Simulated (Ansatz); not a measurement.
The system is CuO.

```xyz
8
Lattice="-2.3418 1.7113 0.0000 0.8500 0.0000 -5.0579 -2.3418 -5.1339 0.0000" Properties=species:S:1:pos:R:3 pbc="T T T"
Cu   -1.1500   -0.8247   -0.0030
Cu   -3.4919   -2.5360   -0.0030
Cu   -3.0669   -0.8247   -2.5320
Cu   -3.0669   -4.2473   -2.5320
O    -1.6834   -0.2483   -3.7964
O    -1.6834   -3.6709   -3.7964
O    -2.1084    0.3103   -1.2675
O    -2.2756   -3.3602   -1.2432
```

Base run:

```yaml
Program: Ansatz 0.2.0
Functional: PBE
Potentials_or_basis: Ansatz PAW
Cutoff: 300 eV
Density_cutoff: 1200 eV
k_mesh: 9 × 5 × 5
Occupations: fermi-dirac, width 0.05 eV
Spin: no spin polarisation
```

Its results: band gap on the k mesh none (metal or under the smearing width); pressure 7.4 GPa; largest force 2.697 eV/Å.

Task: The run is repeated on the same cell with these changes: functional from PBE to PBEsol; cutoff from 300 eV to 420 eV (not typed: the program's choice for these potentials); hubbard terms from none to Cu d U = 5.3 eV; hubbard projectors from none to ortho-atomic (the default). What comes out?

Result: Band gap on the k mesh none (metal or under the smearing width); pressure 3.1 GPa; largest force 2.599 eV/Å.

Several settings changed at once, so the effect can't be laid on one alone.

Caveats: the run has no spin polarisation, though such a crystal can be magnetic; forces of over 1 eV/Å show positions far from the minimum, so gaps and moduli don't describe the material at rest; the pressure holds a Pulay correction of +41.5 GPa for the finite cutoff (some runs); semilocal functionals often make such compounds metallic where correlation or magnetic order opens a gap, which also shifts bond lengths (some runs); the cutoff lies under the one recommended for these potentials (some runs); U without spin polarisation on a metal has little footing (some runs); the PAW data sets come from PBE, with cores solved anew for the run's functional, which leaves a small shift of forces and pressure (some runs).
